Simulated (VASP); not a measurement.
# Pd (Im-3m) in VASP: further runs

The runs below take Pd through single point, with PBE.

All numbers are computed with VASP 6.6.1; they aren't measurements. Logs are shortened: lines on timing, memory, paths and dates and some standing lists are left out, and cuts for length are marked.

### Step 1. The crystal as given

Symmetry: Im-3m, No. 229, cubic system. The conventional cell has a = 3.145 Å, b = 3.145 Å, c = 3.145 Å, α = 90.00°, β = 90.00°, γ = 90.00°. Pd (site symmetry m-3m) has 8 Pd at 2.72 Å as nearest neighbours.

This isn't the form of Pd at room conditions, which is fcc.

### Step 2. Single point, PBE

INCAR

```
SYSTEM = Pd
PREC = Accurate ; ENCUT = 460
EDIFF = 1E-6 ; ISMEAR = 0
SIGMA = 0.1 ; LREAL = .FALSE.
LASPH = .TRUE. ; NELM = 100
ALGO = Normal ; ISIF = 2
LWAVE = .FALSE. ; LCHARG = .FALSE.
GGA = PE ; ADDGRID = .FALSE.
```

KPOINTS

```
Automatic mesh
0
G
  15 15 15
  0 0 0
```

POSCAR

```
Pd
1.0
   -1.5722810000      1.5722810000      1.5722810000
    1.5722810000     -1.5722810000      1.5722810000
    1.5722810000      1.5722810000     -1.5722810000
Pd
1
Direct
    0.0000000000      0.0000000000      0.0000000000
```

Potentials or basis: VASP PAW PBE potentials, release 64 (Pd).

On the command line:

```
$ cat potpaw_PBE.64/Pd/POTCAR > POTCAR
$ mpirun -np 1 vasp_std > vasp.out
```

OUTCAR:

```text
SYSTEM = Pd
   PREC = Accurate
   ENCUT = 460
   EDIFF = 1E-6
   ISMEAR = 0
   LREAL = .FALSE.
   LASPH = .TRUE.
   NELM = 100
   ISIF = 2
   GGA = PE

 Found    120 irreducible k-points:

 Following reciprocal coordinates:
            Coordinates               Weight
  0.000000  0.000000  0.000000      1.000000
  0.066667  0.000000  0.000000     12.000000
  0.133333  0.000000  0.000000     12.000000
  0.200000  0.000000  0.000000     12.000000
  0.266667  0.000000  0.000000     12.000000
  0.333333  0.000000  0.000000     12.000000
   k-points           NKPTS =    120   k-points in BZ     NKDIM =    120   number of bands    NBANDS=      9
   number of dos      NEDOS =    301   number of ions     NIONS =      1
   total plane-waves  NPLWV =   8000
   dimension x,y,z NGX =    20 NGY =   20 NGZ =   20
   dimension x,y,z NGXF=    40 NGYF=   40 NGZF=   40
   ions per type =               1
   NGX,Y,Z   is equivalent  to a cutoff of  12.21, 12.21, 12.21 a.u.
   NGXF,Y,Z  is equivalent  to a cutoff of  24.42, 24.42, 24.42 a.u.
 SYSTEM =  Pd
   PREC   = accura    normal or accurate (medium, high low for compatibility)
   ISTART =      0    job   : 0-new  1-cont  2-samecut
   ICHARG =      2    charge: 1-file 2-atom 10-const
   ISPIN  =      1    spin polarized calculation?
   LNONCOLLINEAR =      F non collinear calculations
   LSORBIT =      F    spin-orbit coupling
   LASPH  =      T    aspherical Exc in radial PAW
   ENCUT  =  460.0 eV  33.81 Ry    5.81 a.u.   4.76  4.76  4.76*2*pi/ulx,y,z
   NELM   =    100;   NELMIN=  2; NELMDL= -5     # of ELM steps
   EDIFF  = 0.1E-05   stopping-criterion for ELM
   LREAL  =      F    real-space projection
   EDIFFG = 0.1E-04   stopping-criterion for IOM
   NSW    =      0    number of steps for IOM
   IBRION =     -1    ionic relax: 0-MD 1-quasi-New 2-CG
   NFREE  =      0    steps in history (QN), initial steepest desc. (CG)
   ISIF   =      2    stress and relaxation
   ISYM   =      2    0-nonsym 1-usesym 2-fastsym
   POTIM  = 0.5000    time-step for ionic-motion
   TEBEG  =    0.0;   TEEND  =   0.0 temperature during run
   PSTRESS=    0.0 pullay stress
   NELECT =      10.0000    total number of electrons
   NUPDOWN=      -1.0000    fix difference up-down
   EMIN   =  10.00;   EMAX   =-10.00  energy-range for DOS
   EFERMI =   0.00;   METHOD = LEGACY
   ISMEAR =     0;   SIGMA  =   0.10  broadening in eV -4-tet -1-fermi 0-gaus
   EFERMI_NEDOS =   21; number of points for ismear=-14 and -15
   IALGO  =     38    algorithm
   IMIX   =      4    mixing-type and parameters
     AMIX     =   0.40;   BMIX     =  1.00
     AMIX_MAG =   1.60;   BMIX_MAG =  1.00
  volume/ion in A,a.u.               =      15.55       104.92
  Fermi-wavevector in a.u.,A,eV,Ry     =   1.413160  2.670485 27.171123  1.997021
  Thomas-Fermi vector in A             =   2.534834
   LORBIT       =      0    0 simple, 1 ext, 2 COOP (PROOUT), +10 PAW based schemes
   GGA     = PE    functional components
   LHFCALC =     F    Hartree Fock is set to
   AEXX    =    0.0000 exact exchange contribution
   IVDW    =     0    specifies the selected vdW correction
   LEPSILON=     F    determine dielectric tensor
   LRPA    =     F    only Hartree local field effects (RPA)
 non-spin polarized calculation
 Gauss-broadening in eV      SIGMA  =   0.10
  energy-cutoff  :      460.00
  volume of cell :       15.55
 maximum number of plane-waves:       370
   NGX =  9   NGY =  9   NGZ =  9

 number of electron      10.0000005 magnetization

 Free energy of the ion-electron system (eV)
  ---------------------------------------------------
  ext. energy  EPLUGINS =         0.00000000
  ---------------------------------------------------
  free energy    TOTEN  =        -5.17860560 eV

  energy without entropy =       -5.17186242  energy(sigma->0) =       -5.17523401

 E-fermi :   8.9078     XC(G=0): -12.8538

 val. band max:        8.9070326449   @ k =  -0.4000  -0.4667   0.2667
 cond. band min:       8.9081923716   @ k =  -0.2000   0.3333   0.0667
 fundamental gap:      0.0011597267
 Fermi energy:         8.9078112921

 k-point     1 :       0.0000    0.0000    0.0000
  band No.  band energies     occupation
      1       2.1893      2.00000
      2       6.1890      2.00000
      3       6.1890      2.00000
      4       6.1890      2.00000
      5       8.0334      2.00000
      6       8.0334      2.00000
      7      28.1938      0.00000
      8      28.1938      0.00000
      9      28.1938      0.00000

 k-point     2 :       0.0667    0.0000    0.0000
  band No.  band energies     occupation
      1       2.3524      2.00000
      2       6.1358      2.00000
      3       6.1916      2.00000
      4       6.3017      2.00000
      5       7.9716      2.00000
      6       8.0374      2.00000
      7      28.0598      0.00000
      8      28.2094      0.00000
      9      28.3815      0.00000

 k-point     3 :       0.1333    0.0000    0.0000
  band No.  band energies     occupation
      1       2.8160      2.00000
      2       5.9885      2.00000
      3       6.1965      2.00000
      4       6.6303      2.00000
      5       7.8364      2.00000
      6       8.0510      2.00000
      7      27.3828      0.00000
      8      28.0514      0.00000
      9      28.9143      0.00000

 k-point     4 :       0.2000    0.0000    0.0000
  band No.  band energies     occupation
      1       3.4715      2.00000
      2       5.7790      2.00000
      3       6.2496      2.00000
      4       7.1442      2.00000
      5       7.7379      2.00000
      6       8.0776      2.00000
      7      25.7252      0.00000
      8      27.3428      0.00000
      9      29.7053      0.00000

 k-point     5 :       0.2667    0.0000    0.0000
  band No.  band energies     occupation
      1       4.0260      2.00000
      2       5.5485      2.00000
      3       6.6106      2.00000
      4       7.7454      2.00000
      5       7.7874      2.00000
      6       8.1184      2.00000
      7      23.3441      0.00000
      8      26.2509      0.00000
      9      30.4242      0.00000

 k-point     6 :       0.3333    0.0000    0.0000
  band No.  band energies     occupation
      1       4.1826      2.00000
      2       5.3372      2.00000
      3       7.5402      2.00000
      4       7.8833      2.00000
      5       8.1679      2.00000
      6       8.4702      2.00000
      7      20.7754      0.00000
      8      25.1982      0.00000
      9      28.5531      0.00000

 [... further k-points ...]

------------------------ aborting loop because EDIFF is reached ----------------------------------------

  FORCE on cell =-STRESS in cart. coord.  units (eV):
  Direction    XX          YY          ZZ          XY          YZ          ZX
  --------------------------------------------------------------------------------------
  -------------------------------------------------------------------------------------
  Total       -0.1428132     -0.1428132     -0.1428132      0.0000000      0.0000000     -0.0000000
  in kB      -14.7173056    -14.7173056    -14.7173056      0.0000000      0.0000000     -0.0000000
  external PRESSURE =     -14.7173056 kB  Pullay stress =       0.0000000 kB

 VOLUME and BASIS-vectors are now :
 -----------------------------------------------------------------------------
  energy-cutoff  :      460.00
  volume of cell :       15.55
      direct lattice vectors                 reciprocal lattice vectors
    -1.572281000  1.572281000  1.572281000     0.000000000  0.318009313  0.318009313
     1.572281000 -1.572281000  1.572281000     0.318009313  0.000000000  0.318009313
     1.572281000  1.572281000 -1.572281000     0.318009313  0.318009313  0.000000000

 POSITION                                       TOTAL-FORCE (eV/Angst)
 -----------------------------------------------------------------------------------
      0.00000      0.00000      0.00000         0.000000     -0.000000      0.000000
 -----------------------------------------------------------------------------------
    total drift:                                0.000000     -0.000000      0.000000

  FREE ENERGIE OF THE ION-ELECTRON SYSTEM (eV)
  ---------------------------------------------------
  free  energy   TOTEN  =        -5.1786056004 eV

  energy  without entropy=       -5.1718624191  energy(sigma->0) =       -5.17523401
```

Run time: 17 s. Hardware: 1 thread of Intel Xeon Platinum 8375C at 2.90GHz (Ice Lake), shared host; peak memory 0.13 GiB.

The run converged, but some of its settings lie outside the range that counts as converged, so its numbers aren't taken as properties of the crystal.

Results:

* Free energy: -5.1786 eV
* Pressure: -1.5 GPa
* Band gap on the k mesh: none (metal or under the smearing width)

### Step 3. Single point, PBE

INCAR is that of step 2.

KPOINTS is that of step 2.

POSCAR

```
Pd
1.0
   -1.5345420000      1.5703810000      1.5719130000
    1.5565800000     -1.5514420000      1.5750130000
    1.5718420000      1.5887420000     -1.5529740000
Pd
1
Direct
    0.0275280000      0.0634310000      0.0341390000
```

Potentials or basis: VASP PAW PBE potentials, release 64 (Pd).

On the command line:

```
$ cat potpaw_PBE.64/Pd/POTCAR > POTCAR
$ mpirun -np 1 vasp_std > vasp.out
```

OUTCAR:

```text
SYSTEM = Pd
   PREC = Accurate
   ENCUT = 460
   EDIFF = 1E-6
   ISMEAR = 0
   LREAL = .FALSE.
   LASPH = .TRUE.
   NELM = 100
   ISIF = 2
   GGA = PE

 Found   1688 irreducible k-points:

 Following reciprocal coordinates:
            Coordinates               Weight
  0.000000  0.000000  0.000000      1.000000
  0.066667  0.000000  0.000000      2.000000
  0.133333  0.000000  0.000000      2.000000
  0.200000  0.000000  0.000000      2.000000
  0.266667  0.000000  0.000000      2.000000
  0.333333  0.000000  0.000000      2.000000
   k-points           NKPTS =   1688   k-points in BZ     NKDIM =   1688   number of bands    NBANDS=      9
   number of dos      NEDOS =    301   number of ions     NIONS =      1
   total plane-waves  NPLWV =   8000
   dimension x,y,z NGX =    20 NGY =   20 NGZ =   20
   dimension x,y,z NGXF=    40 NGYF=   40 NGZF=   40
   ions per type =               1
   NGX,Y,Z   is equivalent  to a cutoff of  12.31, 12.30, 12.22 a.u.
   NGXF,Y,Z  is equivalent  to a cutoff of  24.63, 24.59, 24.43 a.u.
 SYSTEM =  Pd
   PREC   = accura    normal or accurate (medium, high low for compatibility)
   ISTART =      0    job   : 0-new  1-cont  2-samecut
   ICHARG =      2    charge: 1-file 2-atom 10-const
   ISPIN  =      1    spin polarized calculation?
   LNONCOLLINEAR =      F non collinear calculations
   LSORBIT =      F    spin-orbit coupling
   LASPH  =      T    aspherical Exc in radial PAW
   ENCUT  =  460.0 eV  33.81 Ry    5.81 a.u.   4.72  4.73  4.76*2*pi/ulx,y,z
   NELM   =    100;   NELMIN=  2; NELMDL= -5     # of ELM steps
   EDIFF  = 0.1E-05   stopping-criterion for ELM
   LREAL  =      F    real-space projection
   EDIFFG = 0.1E-04   stopping-criterion for IOM
   NSW    =      0    number of steps for IOM
   IBRION =     -1    ionic relax: 0-MD 1-quasi-New 2-CG
   NFREE  =      0    steps in history (QN), initial steepest desc. (CG)
   ISIF   =      2    stress and relaxation
   ISYM   =      2    0-nonsym 1-usesym 2-fastsym
   POTIM  = 0.5000    time-step for ionic-motion
   TEBEG  =    0.0;   TEEND  =   0.0 temperature during run
   PSTRESS=    0.0 pullay stress
   NELECT =      10.0000    total number of electrons
   NUPDOWN=      -1.0000    fix difference up-down
   EMIN   =  10.00;   EMAX   =-10.00  energy-range for DOS
   EFERMI =   0.00;   METHOD = LEGACY
   ISMEAR =     0;   SIGMA  =   0.10  broadening in eV -4-tet -1-fermi 0-gaus
   EFERMI_NEDOS =   21; number of points for ismear=-14 and -15
   IALGO  =     38    algorithm
   IMIX   =      4    mixing-type and parameters
     AMIX     =   0.40;   BMIX     =  1.00
     AMIX_MAG =   1.60;   BMIX_MAG =  1.00
  volume/ion in A,a.u.               =      15.55       104.92
  Fermi-wavevector in a.u.,A,eV,Ry     =   1.413160  2.670485 27.171118  1.997021
  Thomas-Fermi vector in A             =   2.534834
   LORBIT       =      0    0 simple, 1 ext, 2 COOP (PROOUT), +10 PAW based schemes
   GGA     = PE    functional components
   LHFCALC =     F    Hartree Fock is set to
   AEXX    =    0.0000 exact exchange contribution
   IVDW    =     0    specifies the selected vdW correction
   LEPSILON=     F    determine dielectric tensor
   LRPA    =     F    only Hartree local field effects (RPA)
 non-spin polarized calculation
 Gauss-broadening in eV      SIGMA  =   0.10
  energy-cutoff  :      460.00
  volume of cell :       15.55
 maximum number of plane-waves:       370
   NGX =  9   NGY =  9   NGZ =  9

 number of electron      10.0000000 magnetization

 Free energy of the ion-electron system (eV)
  ---------------------------------------------------
  ext. energy  EPLUGINS =         0.00000000
  ---------------------------------------------------
  free energy    TOTEN  =        -5.17483710 eV

  energy without entropy =       -5.16802953  energy(sigma->0) =       -5.17143332

 E-fermi :   8.9032     XC(G=0): -12.8535

 val. band max:        8.9011293811   @ k =   0.2000  -0.0667   0.2000
 cond. band min:       8.9048368510   @ k =   0.4000  -0.2667   0.3333
 fundamental gap:      0.0037074699
 Fermi energy:         8.9031959171

 k-point     1 :       0.0000    0.0000    0.0000
  band No.  band energies     occupation
      1       2.1897      2.00000
      2       6.0394      2.00000
      3       6.1329      2.00000
      4       6.3812      2.00000
      5       8.0075      2.00000
      6       8.0719      2.00000
      7      27.9467      0.00000
      8      28.0922      0.00000
      9      28.5300      0.00000
[... 49 lines left out ...]
 k-point     6 :       0.3333    0.0000    0.0000
  band No.  band energies     occupation
      1       4.1594      2.00000
      2       5.3282      2.00000
      3       7.4919      2.00000
      4       7.8654      2.00000
      5       8.1914      2.00000
      6       8.4754      2.00000
      7      20.5288      0.00000
      8      25.3049      0.00000
      9      28.7337      0.00000

 [... further k-points ...]

------------------------ aborting loop because EDIFF is reached ----------------------------------------

  FORCE on cell =-STRESS in cart. coord.  units (eV):
  Direction    XX          YY          ZZ          XY          YZ          ZX
  --------------------------------------------------------------------------------------
  -------------------------------------------------------------------------------------
  Total       -0.1316634     -0.1110387     -0.1154791     -0.2033940     -0.0881561     -0.1082277
  in kB      -13.5682914    -11.4428489    -11.9004528    -20.9603291     -9.0847389    -11.1531679
  external PRESSURE =     -12.3038643 kB  Pullay stress =       0.0000000 kB

 VOLUME and BASIS-vectors are now :
 -----------------------------------------------------------------------------
  energy-cutoff  :      460.00
  volume of cell :       15.55
      direct lattice vectors                 reciprocal lattice vectors
    -1.534542000  1.570381000  1.571913000    -0.005977961  0.314720194  0.315918219
     1.556580000 -1.551442000  1.575013000     0.317494029 -0.005640589  0.315580949
     1.571842000  1.588742000 -1.552974000     0.315948875  0.312837667 -0.004095334

 POSITION                                       TOTAL-FORCE (eV/Angst)
 -----------------------------------------------------------------------------------
      0.11015     -0.00094      0.09016         0.000000      0.000000     -0.000000
 -----------------------------------------------------------------------------------
    total drift:                                0.000001      0.000007      0.000004

  FREE ENERGIE OF THE ION-ELECTRON SYSTEM (eV)
  ---------------------------------------------------
  free  energy   TOTEN  =        -5.1748370992 eV

  energy  without entropy=       -5.1680295312  energy(sigma->0) =       -5.17143332
```

It took 3.8 min on 1 thread of Intel Xeon Platinum 8375C at 2.90GHz (Ice Lake), shared host; peak memory 0.32 GiB.

The run converged, but some of its settings lie outside the range that counts as converged, so its numbers aren't taken as properties of the crystal.

Results:

```yaml
Free_energy: -5.1748 eV
Pressure: -1.2 GPa
Band_gap_on_the_k_mesh: none (metal or under the smearing width)
```

### Step 4. Single point, PBE

INCAR: that of step 3 with these lines changed.

```diff
@@ -3,3 +3,3 @@
 EDIFF = 1E-6 ; ISMEAR = 0
-SIGMA = 0.1 ; LREAL = .FALSE.
+SIGMA = 0.4 ; LREAL = .FALSE.
 LASPH = .TRUE. ; NELM = 100
```

KPOINTS is that of step 3.

POSCAR

```
Pd
1.0
   -1.5722810000      1.5722810000      1.5722810000
    1.5722810000     -1.5722810000      1.5722810000
    1.5722810000      1.5722810000     -1.5722810000
Pd
1
Direct
    0.0000000000      0.0000000000      0.0000000000
```

On the command line:

```
$ cat potpaw_PBE.64/Pd/POTCAR > POTCAR
$ mpirun -np 1 vasp_std > vasp.out
```

It took 19 s on 1 thread of Intel Xeon Platinum 8375C at 2.90GHz (Ice Lake), shared host; peak memory 0.13 GiB.

These settings aren't checked as converged: the numbers below hold their error.

Results:

| Quantity | Value |
| --- | --- |
| Free energy | -5.2267 eV |
| Pressure | -0.6 GPa |
| Band gap on the k mesh | none (metal or under the smearing width) |

### Step 5. Single point, PBE

INCAR is that of step 4.

KPOINTS is that of step 4.

POSCAR

```
Pd
1.0
   -1.5345420000      1.5703810000      1.5719130000
    1.5565800000     -1.5514420000      1.5750130000
    1.5718420000      1.5887420000     -1.5529740000
Pd
1
Direct
    0.0275280000      0.0634310000      0.0341390000
```

On the command line:

```
$ cat potpaw_PBE.64/Pd/POTCAR > POTCAR
$ mpirun -np 1 vasp_std > vasp.out
```

It took 3.2 min on 1 thread of Intel Xeon Platinum 8375C at 2.90GHz (Ice Lake), shared host; peak memory 0.32 GiB.

The run converged, but some of its settings lie outside the range that counts as converged, so its numbers aren't taken as properties of the crystal.

What came out:

| Item | Value |
| --- | --- |
| Free energy | -5.2228 eV |
| Pressure | -0.4 GPa |
| Band gap on the k mesh | none (metal or under the smearing width) |

### Step 6. Single point, PBE

INCAR: that of step 5 with these lines changed.

```diff
@@ -3,3 +3,3 @@
 EDIFF = 1E-6 ; ISMEAR = 0
-SIGMA = 0.4 ; LREAL = .FALSE.
+SIGMA = 0.2 ; LREAL = .FALSE.
 LASPH = .TRUE. ; NELM = 100
```

KPOINTS is that of step 5.

POSCAR

```
Pd
1.0
   -1.5722810000      1.5722810000      1.5722810000
    1.5722810000     -1.5722810000      1.5722810000
    1.5722810000      1.5722810000     -1.5722810000
Pd
1
Direct
    0.0000000000      0.0000000000      0.0000000000
```

Potentials or basis: VASP PAW PBE potentials, release 64 (Pd).

On the command line:

```
$ cat potpaw_PBE.64/Pd/POTCAR > POTCAR
$ mpirun -np 1 vasp_std > vasp.out
```

It took 14 s on 1 thread of Intel Xeon Platinum 8375C at 2.90GHz (Ice Lake), shared host; peak memory 0.13 GiB.

These settings aren't checked as converged: the numbers below hold their error.

What came out:

```yaml
Free_energy: -5.1885 eV
Pressure: -1.2 GPa
Band_gap_on_the_k_mesh: none (metal or under the smearing width)
```

### Step 7. For comparison

An earlier run on the cell as given: functional PBEsol; potentials or basis VASP PAW PBE potentials, release 64 (Pd); cutoff 520 eV; k mesh 12 × 12 × 12; occupations fermi-dirac, width 0.05 eV; no spin polarisation.

- Pressure: -10.3 GPa
- Band gap on the k mesh: none (metal or under the smearing width)
